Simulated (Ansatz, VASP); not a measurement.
## KCl: VASP beside Ansatz

Contents of INCAR:

```
PREC = Accurate
ENCUT = 520
EDIFF = 1E-6
ISMEAR = -1
SIGMA = 0.01
LREAL = False
LASPH = True
NELM = 100
ALGO = Normal
ISIF = 2
LWAVE = False
LCHARG = True
GGA = PS
LELF = True
LVHAR = True
NBANDS = 15
```

File KPOINTS:

```
regular mesh
0
Gamma
  7 7 7
```

File POSCAR:

```
KCl
1.0
    3.6340000000      0.0363400000      0.0363400000
    0.0363400000      3.6340000000      0.0363400000
    0.0363400000      0.0363400000      3.6340000000
K Cl
1 1
Direct
    0.0000000000      0.0000000000      0.0000000000
    0.5000000000      0.5000000000      0.5000000000
```

Input for Ansatz:

```yaml
crystal:
  lattice:
    - [3.634, 0.03634, 0.03634]
    - [0.03634, 3.634, 0.03634]
    - [0.03634, 0.03634, 3.634]
  atoms:
    - { symbol: K, position: [0.0, 0.0, 0.0] }
    - { symbol: Cl, position: [0.5, 0.5, 0.5] }
kpoints:
  mp_grid: { grid: [7, 7, 7] }
  band_path:
    path:
      - [0.0, 0.0, 0.0]
      - [0.5, 0.5, 0.5]
      - [0.5193194925, 0.4806805075, 0.5]
      - [0.5, -0.4806805075, 0.4806805075]
      - [0.5, 0.0, 0.0]
      - [0.0, 0.0, 0.0]
      - [0.4903402537, -0.4903402537, 0.0]
      - [0.5096597463, 0.0, 0.4903402537]
      - [0.5, 0.0, 0.5]
    npoints: 5
scf:
  occupations: { method: fermi_dirac, width: 0.01 }
hamiltonian:
  xc: pbesol
  pseudopotentials: { kind: all_electron, lapw: { basis_error: 0.001 } }
output:
  forces: true
  stress: true
  eigenvalues: true
```

Change from the starting cell: equal xy, yz and zx shear strains of +2 %.

Alike in both runs: task single point; functional PBEsol; k mesh 7 × 7 × 7; occupations fermi-dirac, width 0.01 eV; no spin polarisation.

```csv
,VASP,Ansatz
version,VASP 6.6.1,Ansatz 0.2.0
potentials or method,"VASP PAW PBE potentials, release 64 (K_sv, Cl)","all-electron LAPW, scalar-relativistic"
plane-wave cutoff (eV),520,see its input
```

VASP gave:

- gap on the k mesh at the Fermi level (eV): 5.40
- pressure (GPa): 2.4
- largest component of the traceless stress (GPa): 0.24

Problem. What did Ansatz give for the same quantities?

Solution. gap on the k mesh at the Fermi level (eV): 5.40; pressure (GPa): 2.3; largest component of the traceless stress (GPa): 0.23.

Ansatz ran all-electron here, so the differences hold the error of VASP's frozen core and of both bases.

Caveats: the PAW data sets were made with another functional, which shifts forces and pressure a little (VASP); an odd mesh through Γ misses points on the zone boundary, where band edges often lie.
